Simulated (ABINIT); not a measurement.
# Quasiparticle gap of AlN (P6_3mc) in ABINIT, part 3 of 3

Wanted: ground state, empty states, screening and self-energy for AlN (P6_3mc).

ABINIT 10.8.3; LDA and many-body steps on it, plane waves. Known limits of the many-body steps: not at the basis limit; coarse k mesh.

So far. Step 4 (Empty states on the mesh, 3×3×2 mesh, 94 bands): On this mesh the gap is 4.255 eV. Step 5 (Screening, 3×3×2 mesh, 86 bands, screening to 166 eV): Local fields lower ε∞ by 9 %. On a Γ-centred mesh this coarse the value itself is usually too large, while a short band sum pulls it down.

The database entry behind the starting cell differs from later determinations by our own check (inner coordinate u about 0.002 short), so it need not match the best structure at ambient conditions.

### 6. Self-energy, 3×3×2 mesh, 86 bands, screening to 166 eV

The self-energy is evaluated for the states that the input lists, and the levels follow from it, in one-shot runs by the linearised quasiparticle equation.

This step: G0W0 on LDA, plane waves, norm-conserving pseudopotentials.

run.abi

```
acell 3*1.0 Angstrom
rprim 
  3.113000000011 -0.000000000003 0.000000000000
  -1.556500000003 2.695937081992 0.000000000000
  0.000000000000 0.000000000000 4.981000000000
ntypat 2
znucl 13 7
natom 4
typat 1 1 2 2
xred 
  0.333333333333 0.666666666667 0.000000000000
  0.666666666667 0.333333333333 0.500000000000
  0.333333333333 0.666666666667 0.380000000000
  0.666666666667 0.333333333333 0.880000000000
pp_dirpath "pseudos"
pseudos "Al.upf, N.upf"
ecut 36
ngkpt 3 3 2
nshiftk 1
shiftk 0 0 0
kptopt 1
chksymbreak 0
istwfk *1
occopt 1
irdwfk 1
optdriver 4
nband 86
gwcalctyp 0
ecutsigx 36
symsigma 1
nkptgw 2
kptgw 
  0.0000000000 0.0000000000 0.0000000000
  0.0000000000 0.0000000000 0.5000000000
bdgw 
  6 10
  5 10
ecuteps 6.1
irdscr 1
ppmodel 1
indata_prefix "in"
outdata_prefix "out"
tmpdata_prefix "tmp"
```

Launch:

```
OMP_NUM_THREADS=1 mpirun -n 4 abinit run.abi > log
```

Numbers of over 12 decimals in the logs are rounded to 6 here.

Output:

```text
.Version 10.8.3 of ABINIT. v10.8.2 released Aug 2026.

 Symmetries : space group P6_3 m c (#186); Bravais hP (primitive hexag.)
[... echo of the input left out ...]
== DATASET  1 ==================================================================
-   mpi_nproc: 4, omp_nthreads: 1 (-1 if OMP is not activated)

--- !DatasetInfo
iteration_state: {dtset: 1, }
dimensions: {natom: 4, nkpt: 6, mband: 86, nsppol: 1, nspinor: 1, nspden: 1, mpw: 2934, }
cutoff_energies: {ecut:  36.0, pawecutdg:  -1.0, }
electrons: {nelect:   1.60000000E+01, charge:   0.00000000E+00, occopt:   1.00000000E+00, tsmear:   1.00000000E-02, }

 SIGMA: Calculation of the GW corrections

 Based on a program developped by R.W. Godby, V. Olevano, G. Onida, and L. Reining.
 Incorporated in ABINIT by V. Olevano, G.-M. Rignanese, and M. Torrent.
.Using double precision arithmetic ; gwpc =  8

[... cell and pseudopotentials left out ...]
--------------------------------------------------------------------------------

 ==== K-mesh for the wavefunctions ====
 Number of points in the irreducible wedge :     6
[... list of points left out ...]
 Together with 12 symmetry operations and time-reversal symmetry
 yields    18 points in the full Brillouin Zone.

 ==== Q-mesh for screening function ====
 Number of points in the irreducible wedge :     6
[... list of points left out ...]
 Together with 12 symmetry operations and time-reversal symmetry
 yields    18 points in the full Brillouin Zone.

 vcoul_init : cutoff-mode = AUXILIARY_FUNCTION
 q-points for optical limit:   1
     1)      0.000010    0.000020    0.000030
 setmesh: FFT mesh size selected  =    27x   27x   54
          total number of points  =        39366

 Number of electrons calculated from density =   16.0000; Expected =   16.0000
 average of density, n =  0.056718
 r_s =    1.6146
 omega_plasma =   22.9728 [eV]

 === KS Band Gaps ===
  >>>> For spin  1
   Minimum direct gap =   4.2550 [eV], located at k-point      :   0.0000  0.0000  0.0000
   Fundamental gap    =   4.2550 [eV], Top of valence bands at :   0.0000  0.0000  0.0000
                                       Bottom of conduction at :   0.0000  0.0000  0.0000
 SIGMA fundamental parameters:
 PLASMON POLE MODEL  1
 number of plane-waves for SigmaX                 2863
 number of plane-waves for SigmaC and W            197
 number of plane-waves for wavefunctions          2863
 number of bands                                    86
 number of independent spin polarizations            1
 number of spinorial components                      1
 number of k-points in IBZ                           6
 number of q-points in IBZ                           6
 number of symmetry operations                      12
 number of k-points in BZ                           18
 number of q-points in BZ                           18
 number of frequencies for dSigma/dE                 9
 frequency step for dSigma/dE [eV]                0.25
 number of omega for Sigma on real axis              0
 max omega for Sigma on real axis  [eV]           0.00
 zcut for avoiding poles [eV]                     0.10

 EPSILON^-1 parameters (SCR file):
 dimension of the eps^-1 matrix on file            197
 dimension of the eps^-1 matrix used               197
 number of plane-waves for wavefunctions          2863
 number of bands                                    86
 number of q-points in IBZ                           6
 number of frequencies                               2
 number of real frequencies                          1
 number of imag frequencies                          1

 matrix elements of self-energy operator (all in [eV])

 Perturbative Calculation

--- !SelfEnergy_ee
iteration_state: {dtset: 1, }
kpoint     : [   0.000,    0.000,    0.000, ]
spin       : 1
KS_gap     :    4.255
QP_gap     :    5.654
Delta_QP_KS:    1.399
data: !SigmaeeData |
     Band     E0 <VxcDFT>   SigX SigC(E0)      Z dSigC/dE  Sig(E)    E-E0       E
        6   5.481 -16.826 -20.889   3.404   0.789  -0.267 -17.346  -0.520   4.961
        7   5.481 -16.826 -20.889   3.404   0.789  -0.267 -17.346  -0.520   4.961
        8   5.659 -16.916 -20.711   3.228   0.790  -0.265 -17.364  -0.448   5.211
        9   9.914 -12.734  -7.790  -3.778   0.816  -0.225 -11.783   0.951  10.865
       10  12.222 -11.070  -5.601  -4.239   0.826  -0.211 -10.055   1.015  13.237

--- !SelfEnergy_ee
iteration_state: {dtset: 1, }
kpoint     : [   0.000,    0.000,    0.500, ]
spin       : 1
KS_gap     :    6.945
QP_gap     :    8.637
Delta_QP_KS:    1.693
data: !SigmaeeData |
     Band     E0 <VxcDFT>   SigX SigC(E0)      Z dSigC/dE  Sig(E)    E-E0       E
        5   5.142 -16.572 -20.769   3.462   0.789  -0.268 -17.152  -0.580   4.562
        6   5.142 -16.572 -20.769   3.462   0.789  -0.268 -17.152  -0.580   4.562
        7   5.142 -16.572 -20.769   3.462   0.789  -0.268 -17.152  -0.580   4.562
        8   5.142 -16.572 -20.769   3.462   0.789  -0.268 -17.152  -0.580   4.562
        9  12.087 -12.932  -7.495  -4.067   0.812  -0.232 -11.819   1.113  13.200
       10  12.087 -12.932  -7.495  -4.067   0.812  -0.232 -11.819   1.113  13.200

== END DATASET(S) ==============================================================
================================================================================

 -outvars: echo values of variables after computation  --------
           etotal      0.0000000000E+00
            nband          86
             nkpt           6
          spgroup         186
 [... the other variables as echoed above ...]

 Calculation completed.
```

Run time: 5.2 s. Hardware: 4 MPI ranks of Arm Neoverse V1, shared host; peak memory 0.41 GiB; 21 s of CPU time.

This step gave:

* G0W0 gap on the points computed: 5.654 eV
* starting gap on the mesh: 4.255 eV
* k of the valence top: 0, 0, 0
* k of the conduction bottom: 0, 0, 0
* Z at the valence top: 0.79
* Z at the conduction bottom: 0.816
* least direct G0W0 gap on the computed points: 5.654 eV

The gap on the mesh goes from 4.26 eV to 5.65 eV, a correction of +1.40 eV.

Limits: finite bands, cutoff and mesh; coarse k mesh. v1 is the top filled band, c1 the lowest empty one. The levels before and after the correction (eV, zero at the valence-band top of each column):

```csv
,conduction bottom,valence top
Kohn-Sham,4.26,0.00
G0W0,5.65,0.00
```

|  | level | energy (eV) |
| --- | --- | --- |
| Kohn-Sham | Γ v3-v2 | -0.178 |
| Kohn-Sham | Γ v1 | 0.000 |
| Kohn-Sham | Γ c1 | 4.255 |
| Kohn-Sham | Γ c2 | 6.563 |
| G0W0 | Γ v3-v2 | -0.250 |
| G0W0 | Γ v1 | 0.000 |
| G0W0 | Γ c1 | 5.654 |
| G0W0 | Γ c2 | 8.026 |

### 7. Where the time went

Times are wall times on 4 MPI ranks of Arm Neoverse V1, shared host, good to a factor of about two.

```
                          step   time  share  memory (GiB)
                  ground state  8.7 s   12 %          0.28
bands along the symmetry lines   12 s   17 %           0.3
      empty states on the mesh   38 s   54 %           2.0
                     screening  6.4 s    9 %          0.47
                   self-energy  5.2 s    7 %          0.41
```

### 8. Outcome

```
LDA gap              : 4.26 eV, direct
G0W0 gap on the mesh : 5.65 eV
GW settings          : 3×3×2 mesh, 86 bands, screening to 166 eV, Godby-Needs plasmon pole
known limits         : not at the basis limit; coarse k mesh
```

**Reading.** G0W0 moves the gap on the mesh from 4.26 eV to 5.65 eV (+1.40 eV), with Z of 0.79 and 0.82 at the edges. Local fields lower the RPA ε∞ on this mesh from 5.47 to 4.98; a Γ-centred mesh this coarse tends to raise both, most where the direct gap is narrow, while a short band sum lowers them. Only 2 of the mesh's irreducible points were corrected, so a valley elsewhere could overtake. The dearest step here is «empty states on the mesh». Bands and cutoff are finite, so the gap is not at the basis limit. The miss can reach some tenths of an eV and take either sign; the mesh is an error of its own. In the G0W0 run levels were corrected at 2 k points alone, so a gap called «on the mesh» is the least over those, and an edge elsewhere would be missed. The 3×3×2 mesh is coarse for this cell, which bears on the long-range parts of exchange and screening.

[Paths, hosts, dates, memory and timing lines, banners, echoed tables and standing remarks are left out of the program output.]

[Logs are printed without paths, hosts, clocks, repeated set-up lines and the standing remarks that a program may print on its own settings, such as how far it seeks lower states.]

[Runs of the session that timed out or met a known fault of the program may be left out.]

[Hosts, paths, dates, database ids (printed as entryN), source tags and the programs' standing remarks are cut or masked in the printed files.]

[G0W0 gaps are taken among the corrected bands and points alone; a level outside them can change the order at an edge.]

[Where Ansatz stands beside ABINIT at settings called matched, ABINIT's density can come from a denser mesh and the files from another edition; pairs whose starting gaps differed by over 0.03 eV were left out, so agreement reads better than it is.]
